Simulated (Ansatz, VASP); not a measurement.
This is a calculation of GaN for VASP 6.6.1.

INCAR

```
SYSTEM = GaN
ALGO = Normal
EDIFF = 1E-7
EDIFFG = -0.01
ENCUT = 600
GGA = PE
IBRION = 2
ISIF = 3
ISMEAR = -1
IVDW = 12
LASPH = .True.
LCHARG = .False.
LREAL = .False.
LWAVE = .False.
NELM = 80
NSW = 60
PREC = Accurate
SIGMA = 0.05
```

The input KPOINTS:

```
k-points
0
Gamma
  10 10 5
  0 0 0
```

Contents of POSCAR:

```
GaN
1.0
    3.1800000000      0.0000000000      0.0000000000
   -1.5900000000      2.7539607840      0.0000000000
    0.0000000000      0.0000000000      5.1660000000
Ga N
2 2
Direct
    0.6666666667      0.3333333333      0.5000000000
    0.3333333333      0.6666666667      0.0000000000
    0.6666666667      0.3333333333      0.8750000000
    0.3333333333      0.6666666667      0.3750000000
```

Potentials or basis: VASP PAW PBE potentials, release 64 (Ga_d, N).

The run is started by

```sh
$ cat potpaw_PBE.64/Ga_d/POTCAR potpaw_PBE.64/N/POTCAR > POTCAR
$ mpirun -np 1 vasp_std > vasp.out
```

Question: Translate it to Ansatz 0.2.0. Potentials there: Ansatz PAW.

Answer: As run (the cutoff follows the program's own potentials):

File input.yaml:

```yaml
crystal:
  lattice:
    - [3.18, 0.0, 0.0]
    - [-1.59, 2.753960784, 0.0]
    - [0.0, 0.0, 5.166]
  atoms:
    - { symbol: Ga, position: [0.6666666667, 0.3333333333, 0.5] }
    - { symbol: Ga, position: [0.3333333333, 0.6666666667, 0.0] }
    - { symbol: "N", position: [0.6666666667, 0.3333333333, 0.875] }
    - { symbol: "N", position: [0.3333333333, 0.6666666667, 0.375] }
hamiltonian:
  xc: pbe
  pseudopotentials: { kind: paw }
  dispersion: d3bj
kpoints:
  mp_grid: { grid: [10, 10, 5] }
scf:
  occupations: { method: fermi_dirac, width: 0.05 }
output:
  forces: true
  stress: true
relax:
  f_tol: 0.01
  max_steps: 40
  cell: { stress_tol: 0.05 }
```

Potentials or basis: Ansatz PAW.

Run with:

```console
$ ansatz run input.yaml --threads 2 --pin off --max-ram 5632MiB --backend cpu --events-out ev --progress --plain --runs-dir out
```

Both were run:

|  | VASP | Ansatz | Ansatz less VASP |
| --- | --- | --- | --- |
| relaxed volume (Å³/atom) | 11.52 | 11.52 | +0.004 |
| relaxed cell length with the largest relative difference (Å) | 5.211 | 5.209 | -0.0026 |
| energy change over the relaxation (meV/atom) | -3 | -3 | -0.1 |

Caveats: the plane-wave basis is chosen anew once the cell has moved, so the energies of steps on either side of that aren't comparable (Ansatz); the pressure holds a Pulay correction of +0.5 GPa for the finite cutoff (Ansatz). Zero-point motion and thermal expansion aren't in these numbers.
